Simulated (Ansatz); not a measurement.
Born–Oppenheimer molecular dynamics of a periodic cell of 16 atoms, C (start crystal C, start structure diamond, volume 1.15 times the crystal's). It starts from a structure without forces on its atoms.

All numbers below come from Ansatz 0.2.0, DFT PBEsol, scalar-relativistic, plane waves, PAW. Settings: accuracy low, cutoff 420 eV, k mesh 3x3x3, fermi-dirac smearing 0.36 eV, no spin polarisation.

```
ensemble             : NVT, Langevin thermostat
time step            : 1 fs
steps asked          : 410
set temperature      : 300 K
friction             : 0.02 /fs
temperature schedule : 410 steps to 4200 K
seed                 : 875073
```

First frame:

```xyz
16
Lattice="0.0000 3.7403 3.7403 3.7403 0.0000 3.7403 3.7403 3.7403 0.0000" Properties=species:S:1:pos:R:3
C 0.000 0.000 0.000
C 0.935 0.935 0.935
C 1.870 1.870 0.000
C 2.805 2.805 0.935
C 1.870 0.000 1.870
C 2.805 0.935 2.805
C 3.740 1.870 1.870
C 4.675 2.805 2.805
C 0.000 1.870 1.870
C 0.935 2.805 2.805
C 1.870 3.740 1.870
C 2.805 4.675 2.805
C 1.870 1.870 3.740
C 2.805 2.805 4.675
C 3.740 3.740 3.740
C 4.675 4.675 4.675
```

Question: What does the run give?

Answer: All steps were run.

| Quantity | Value |
| --- | --- |
| steps done | 410 |
| time covered | 410 fs |
| mean temperature over the second half | 3016 K |
| spread of the potential energy over the second half | 131.6 meV per atom |
| mean potential energy of the second half above the start | 404.6 meV per atom |

The schedule's set-point averaged 3225 K over the second half and the system 3016 K. A run of 0.41 ps of so small a system gives no equilibrium averages. Limits of this set-up: low accuracy level.

Question: What happens to the structure?

Answer: Mean squared displacements from the first frame to the last, about the centre of mass: C 0.07 Å². Another seed would give other details.

Question: How do temperature and energy run in time?

Answer: 
```json
{"time (fs)": "0.0", "T (K)": "281", "potential energy less start (eV)": "0.000"}
{"time (fs)": "13.0", "T (K)": "158", "potential energy less start (eV)": "0.467"}
{"time (fs)": "26.0", "T (K)": "170", "potential energy less start (eV)": "0.780"}
{"time (fs)": "39.0", "T (K)": "325", "potential energy less start (eV)": "0.793"}
{"time (fs)": "52.0", "T (K)": "616", "potential energy less start (eV)": "0.813"}
{"time (fs)": "65.0", "T (K)": "491", "potential energy less start (eV)": "1.713"}
{"time (fs)": "78.0", "T (K)": "783", "potential energy less start (eV)": "1.362"}
{"time (fs)": "91.0", "T (K)": "873", "potential energy less start (eV)": "1.228"}
{"time (fs)": "104.0", "T (K)": "1031", "potential energy less start (eV)": "1.885"}
{"time (fs)": "117.0", "T (K)": "1212", "potential energy less start (eV)": "2.312"}
{"time (fs)": "130.0", "T (K)": "1693", "potential energy less start (eV)": "2.011"}
{"time (fs)": "143.0", "T (K)": "1344", "potential energy less start (eV)": "2.751"}
{"time (fs)": "156.0", "T (K)": "1236", "potential energy less start (eV)": "3.781"}
{"time (fs)": "169.0", "T (K)": "1415", "potential energy less start (eV)": "2.886"}
{"time (fs)": "182.0", "T (K)": "1657", "potential energy less start (eV)": "2.740"}
{"time (fs)": "195.0", "T (K)": "1417", "potential energy less start (eV)": "3.531"}
{"time (fs)": "208.0", "T (K)": "1650", "potential energy less start (eV)": "3.409"}
{"time (fs)": "221.0", "T (K)": "1607", "potential energy less start (eV)": "3.838"}
{"time (fs)": "234.0", "T (K)": "1512", "potential energy less start (eV)": "5.603"}
{"time (fs)": "247.0", "T (K)": "1946", "potential energy less start (eV)": "5.792"}
{"time (fs)": "260.0", "T (K)": "3320", "potential energy less start (eV)": "2.982"}
{"time (fs)": "273.0", "T (K)": "2344", "potential energy less start (eV)": "4.509"}
{"time (fs)": "286.0", "T (K)": "2810", "potential energy less start (eV)": "5.126"}
{"time (fs)": "299.0", "T (K)": "2369", "potential energy less start (eV)": "7.326"}
{"time (fs)": "312.0", "T (K)": "3631", "potential energy less start (eV)": "6.244"}
{"time (fs)": "325.0", "T (K)": "2665", "potential energy less start (eV)": "9.049"}
{"time (fs)": "338.0", "T (K)": "3512", "potential energy less start (eV)": "6.593"}
{"time (fs)": "351.0", "T (K)": "4081", "potential energy less start (eV)": "7.142"}
{"time (fs)": "364.0", "T (K)": "2899", "potential energy less start (eV)": "9.061"}
{"time (fs)": "377.0", "T (K)": "3319", "potential energy less start (eV)": "8.669"}
{"time (fs)": "390.0", "T (K)": "3975", "potential energy less start (eV)": "9.107"}
{"time (fs)": "403.0", "T (K)": "4290", "potential energy less start (eV)": "10.257"}
```

Run time: 19 min on 1 thread of Intel(R) Xeon(R) 6975P-C (Granite Rapids), on a shared host, peak memory 0.43 GiB.
